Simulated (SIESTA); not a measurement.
Runs of SIESTA 5.4.2 on HfO2. It takes space group P4_2/mnm (No. 136, tetragonal). The conventional cell has a = 4.814 Å, b = 4.814 Å, c = 3.205 Å, α = 90.00°, β = 90.00°, γ = 90.00°. Around Hf (site symmetry mmm) lie 6 O at 2.08 Å. Around O (site symmetry m2m) lie 3 Hf at 2.08 Å. Measurements of this composition are mostly on another form, of space group No. 14.

```tsv
task	level	potentials or basis	k mesh	gap on the mesh (eV)	pressure (GPa)	V0 of scaled cells (Å³/atom)	B0 (GPa)
band structure	LDA	PseudoDojo 0.4 standard (LDA files), DZP (energy shift 0.003 Ry; two zetas on semicore shells)	6 × 6 × 8	(a)	(c)	-	-
band structure	PBEsol	PseudoDojo 0.4 standard (PBEsol files), DZP (energy shift 0.003 Ry; two zetas on semicore shells)	6 × 6 × 8	3.70	(b)	-	-
equation of state	PBEsol	PseudoDojo 0.4 standard (PBEsol files), DZP (energy shift 0.003 Ry; two zetas on semicore shells)	4 × 4 × 6	-	-	12.61	224
equation of state	LDA	PseudoDojo 0.4 standard (LDA files), DZP (energy shift 0.003 Ry; two zetas on semicore shells)	4 × 4 × 6	-	-	12.28	240
```

Alike in all rows: no spin polarisation; cell as given; smearing fermi-dirac 0.05 eV; grid cutoff 800 Ry; energy shift 0.003 Ry.

Question: Estimate the missing entries.

Answer: (a) 3.61; (b) 4.4; (c) -1.9.

Caveats: short orbitals over semicore shells can move pressures by several GPa; the basis of atomic orbitals isn't converged, which shifts pressures, moduli and gaps; spin-orbit coupling is left out, which moves the levels of the heavy elements (some runs); the cell was scaled at fixed shape and fractional positions, which overstates the stiffness of a crystal with free parameters, most of all of layers and chains (some runs).

A k mesh can miss the band edges, and the runs leave out spin-orbit coupling on Hf.

Not every run made on this cell is shown here.
